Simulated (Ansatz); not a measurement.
# SiNi3 (Pm-3m) in Ansatz: reference runs, part 2 of 2

Ansatz 0.2.0. Earlier steps stand in the parts before.

**4. Single point, PBE, collinear spin, ferromagnetic start (atoms moved at random, drawn with an rms of 0.05 Å)**

Input file input.yaml:

```yaml
crystal:
  lattice:
    - [3.542, 0.0, 0.0]
    - [0.0, 3.542, 0.0]
    - [0.0, 0.0, 3.542]
  atoms:
    - { symbol: Ni, position: [0.488637, 0.483827, -0.00156], spin: 1.0 }
    - { symbol: Ni, position: [0.493039, -0.00131, 0.505428], spin: 1.0 }
    - { symbol: Ni, position: [0.010545, 0.497357, 0.488448], spin: 1.0 }
    - { symbol: Si, position: [-0.003718, 0.006404, 0.002014] }
kpoints:
  mp_grid: { grid: [8, 8, 8] }
scf:
  occupations: { method: fermi_dirac, width: 0.05 }
hamiltonian:
  xc: pbe
  pseudopotentials: { kind: all_electron, lapw: { basis_error: 0.001 } }
magnetization:
  spin_polarized: true
output:
  forces: true
  stress: true
  eigenvalues: true
  populations: true
```

Potentials or basis: all-electron LAPW, scalar-relativistic.

On the command line:

```bash
$ ansatz run input.yaml --threads 4 --pin off --max-ram 12288MiB --backend cpu --events-out ev --progress --plain --runs-dir out
```

Log:

```text
Warning: RAYON_NUM_THREADS=4 ignored (pool sized by the plan → 4); use --threads N
Ni: projections on atomic orbitals take those of the free atom 1s2 2s2 2p6 3s2 3p6 3d8 4s2, of charge +0.00 (hamiltonian.pseudopotentials.projection_atoms)
Si: projections on atomic orbitals take those of the free atom 1s2 2s2 2p6 3s2 3p2, of charge +0.00 (hamiltonian.pseudopotentials.projection_atoms)
LAPW: plane waves up to 9.302 Å⁻¹, error target 1.0e-3 eV per atom; small_component_spin mean_spin; Si in spheres of 1.213 Å, 12 of its electrons in bands, Dirac shells []; Ni in spheres of 1.213 Å, 18 of its electrons in bands, Dirac shells [] (how accurate: hamiltonian.pseudopotentials.lapw.basis_error, Limitations)
Engine: ansatz 0.2.0, aarch64-unknown-linux-gnu
Pseudopotentials: kind: all_electron
Pseudopotential: Ni, LAPW, valence charge 18, lapw/all_electron/scalar/gaussian/Ni, Koelling and Harmon's equation, gaussian nucleus
Pseudopotential: Si, LAPW, valence charge 12, lapw/all_electron/scalar/gaussian/Si, Koelling and Harmon's equation, gaussian nucleus
Functional definition: PBE
  parameter kappa = 0.804
  parameter beta = 0.06672455060314922
  exchange = pbe_x(kappa = kappa, mu = beta*pi^2/3)
  correlation = pbe_c(beta = beta)
Crystal: 4 atoms, lattice volume = 44.437 Å³
Basis set: ecut = 329.65336703328944 eV, 619 PW (Γ), exchange–correlation at level 2
Bands: 42, of which v1, the nominal top of the filled ones, is band 33 counted from 1 (32 counted from 0)
Symmetry: 1 space group operations
Space group: P1 (ITA 1), of the structure as read, at distance tolerance 3.5e-5 Å
Magnetic group: BNS 1.1 (UNI 1), of the structure as read, at distance tolerance 3.5e-5 Å
k-points: 260 of 512 (time reversal used)
Non-local potential: Ni, projectors of the file, none
[... 31 lines left out ...]
Spin contamination: 0.0000 ħ² per cell (⟨S²⟩ above its minimum at these occupations)
Per-site moments (μB) at R_I (Å): [(3.861865659260388e-6, 1.21266675477394), (3.9353049441359644e-6, 1.21266675477394), (3.885636903788736e-6, 1.21266675477394), (-6.196278707903957e-7, 1.21266675477394)]
Free energy (F): -132042.603730 eV
Harris-Foulkes:  -132042.603730 eV  (|F-HF|=6.98e-10)
Internal energy: -132042.584764 eV  (E = F + TS)
E sigma→0 (E₀):  -132042.594247 eV
Entropy (-TS):   -0.018965 eV (-4.741 meV/atom)
Fermi energy:    17.507941 eV
--- Per-component energies (eV) ---
  E_band       = -1513.105477
  E_kinetic    = 134047.680853
  E_xc         = -5762.960434
  E_electrostatic = -260327.305184  (all electrons and nuclei)
  E_smearing   = -0.018965  (= −TS)
  E_closure    = 0.000000  (closes the sum)
  E_atoms      = -132014.124594  (free atoms, spherical and without spin; not in F)
  Σ components = -132042.603730   (vs F -132042.603730, Δ=0.00e0)
  Basis errors (estimates in eV, not in F): energy 2.1e-4 per atom: plane waves 1.7e-4 (8.9e-5 summed), levels above the bands 1.3e-99, relativity 9.9e-9, radial functions 4.0e-5, core shells 5.2e-10; eigenvalues (radial functions only) 6.2e-7; not estimated: angular momenta, meshes, grids; target (lapw.basis_error) 1.0e-3; muffin-tin radii Si 1.213 Å, Ni 1.213 Å
--- Forces (eV/Å), atoms counted from 1 ---
  atom   1  Ni     0.51077115     0.46501392    -0.07041575
  atom   2  Ni     0.39312690    -0.34204629    -0.14189492
  atom   3  Ni    -0.79469619     0.12921756     0.29155166
  atom   4  Si    -0.10920226    -0.25218544    -0.07924110
  max |Σ_I F_I| component: 3.98e-7 eV/Å
--- Stress (GPa, compression-positive) ---
       -5.328516       0.069248      -0.281931
        0.069248      -5.333049       0.317525
       -0.281931       0.317525      -5.211904
  P = ⅓ Tr σ = -5.2912 GPa (-52.912 kbar)
--- Band table (eV; the first three rows and the last of 520) ---
  k-point 0 ↑: bands = ["-117.0621", "-85.6219", "-85.5911", "-85.5878", "-73.1147", "-73.1146", "-73.1141", "-46.0865", "-46.0854", "-46.0826", "-46.0341", "-46.0338", "-46.0308", "-45.8919", "-45.8868", "-45.8856", "5.7597", "12.7606", "13.5845", "13.6017", "14.0825", "14.0953", "14.0981", "15.9662", "16.0119", "16.0212", "16.5406", "16.5838", "16.6332", "16.9022", "16.9914", "17.2780", "17.5228", "17.5304", "17.5340", "22.0068", "23.6426", "23.6530", "27.7741", "27.7881", "27.8047", "30.9962"]
  k-point 1 ↑: bands = ["-117.0621", "-85.6208", "-85.5923", "-85.5877", "-73.1147", "-73.1146", "-73.1141", "-46.0844", "-46.0827", "-46.0790", "-46.0369", "-46.0346", "-46.0289", "-45.8984", "-45.8879", "-45.8854", "5.9376", "12.7613", "13.3462", "13.7067", "14.0684", "14.0836", "14.1439", "15.6819", "15.7009", "15.9801", "16.1274", "16.6803", "16.7385", "16.8905", "16.9656", "17.1861", "17.5251", "17.8848", "17.8890", "22.3495", "23.6124", "24.2577", "27.1582", "27.1737", "27.3971", "29.9668"]
  k-point 2 ↑: bands = ["-117.0621", "-85.6176", "-85.5955", "-85.5877", "-73.1147", "-73.1146", "-73.1141", "-46.0781", "-46.0759", "-46.0698", "-46.0419", "-46.0367", "-46.0267", "-45.9117", "-45.8921", "-45.8869", "6.4531", "11.9979", "13.3064", "13.9415", "14.0004", "14.1228", "14.2774", "15.4034", "15.4190", "15.7250", "15.8272", "16.5341", "16.6049", "16.7346", "16.8998", "16.9900", "17.5283", "18.8422", "18.8449", "22.5120", "23.5328", "25.3936", "25.5131", "25.5281", "27.4503", "29.1228"]
  k-point 259 ↓: bands = ["-117.0621", "-85.6038", "-85.5991", "-85.5975", "-73.1147", "-73.1147", "-73.1141", "-46.1087", "-46.1052", "-46.1040", "-46.0401", "-45.9854", "-45.9832", "-45.9829", "-45.8617", "-45.8570", "9.4817", "13.3205", "13.3402", "13.3553", "13.8474", "13.8625", "13.8809", "15.3720", "15.3898", "15.3986", "16.0971", "16.1111", "16.1224", "16.3208", "16.3218", "17.0469", "17.3061", "17.3156", "17.3297", "18.5879", "21.3466", "21.3561", "21.3592", "33.6972", "33.7384", "34.0476"]
--- Löwdin populations: 4 sites ---
  site symbol       q [e]    m [muB]
     0     Ni     27.6010     0.0000
     1     Ni     27.6010     0.0000
     2     Ni     27.6014     0.0000
     3     Si     14.5134    -0.0000
  spilling = 0.006971 (of n_electrons = 98.000000)
```

populations.tsv:

```text
# site	symbol	l	j	q_up	q_dn
# orbitals = lowdin
# n_electrons = 98.000000
# spilling = 0.006971
# projection_atom_Ni: 1s2 2s2 2p6 3s2 3p6 3d8 4s2
# projection_atom_Si: 1s2 2s2 2p6 3s2 3p2
0	Ni	0_1S	-	0.999993	0.999993
0	Ni	0_2S	-	0.999631	0.999631
0	Ni	0_3S	-	0.991137	0.991137
0	Ni	0_4S	-	0.380277	0.380278
0	Ni	1_2P	-	2.999997	2.999997
0	Ni	1_3P	-	2.998799	2.998799
0	Ni	2_3D	-	4.430662	4.430658
1	Ni	0_1S	-	0.999993	0.999993
1	Ni	0_2S	-	0.999634	0.999634
1	Ni	0_3S	-	0.991214	0.991214
1	Ni	0_4S	-	0.380317	0.380317
1	Ni	1_2P	-	2.999997	2.999997
1	Ni	1_3P	-	2.998823	2.998823
1	Ni	2_3D	-	4.430534	4.430530
2	Ni	0_1S	-	0.999993	0.999993
2	Ni	0_2S	-	0.999633	0.999633
2	Ni	0_3S	-	0.991178	0.991178
2	Ni	0_4S	-	0.380491	0.380491
2	Ni	1_2P	-	2.999997	2.999997
2	Ni	1_3P	-	2.998811	2.998811
2	Ni	2_3D	-	4.430611	4.430607
3	Si	0_1S	-	0.999968	0.999968
3	Si	0_2S	-	0.997276	0.997276
3	Si	0_3S	-	0.738815	0.738815
3	Si	1_2P	-	2.999035	2.999035
3	Si	1_3P	-	1.521622	1.521623
```

It took 5 min on 4 threads of Arm Neoverse V1, shared host; peak memory 2.5 GiB.

Results:

- Free energy: -132042.6037 eV
- Pressure: -5.3 GPa
- Largest force: 0.856 eV/Å
- Band gap on the k mesh: none (metal or under the smearing width)
- Net moment: 0.00 μB per cell
- Absolute moment: 0.00 μB per cell

Forces in eV/Å, atoms in the order of the input:
```
Ni   0.511  0.465 -0.070
Ni   0.393 -0.342 -0.142
Ni  -0.795  0.129  0.292
Si  -0.109 -0.252 -0.079
```

Stress tensor (GPa, compression positive):
```
-5.33  0.07 -0.28
 0.07 -5.33  0.32
-0.28  0.32 -5.21
```

Caveat: the starting moments weren't kept.

**5. Overview**

```csv
task,cell,cutoff (eV),gap on the mesh (eV),pressure (GPa),moment (μB)
single point,as given,306,none,-6.0,0.00
equation of state,as given,-,-,-,-
single point,"atoms moved at random, drawn with an rms of 0.05 Å",330,none,-5.3,0.00
```

Alike in all rows: level PBE; potentials or basis all-electron LAPW, scalar-relativistic; spin collinear, ferromagnetic start; k mesh 8 × 8 × 8; smearing fermi-dirac 0.05 eV; basis error allowed 0.001 eV/atom.

Caveats: the starting moments weren't kept.

Compare energies only between runs with the same functional and basis.
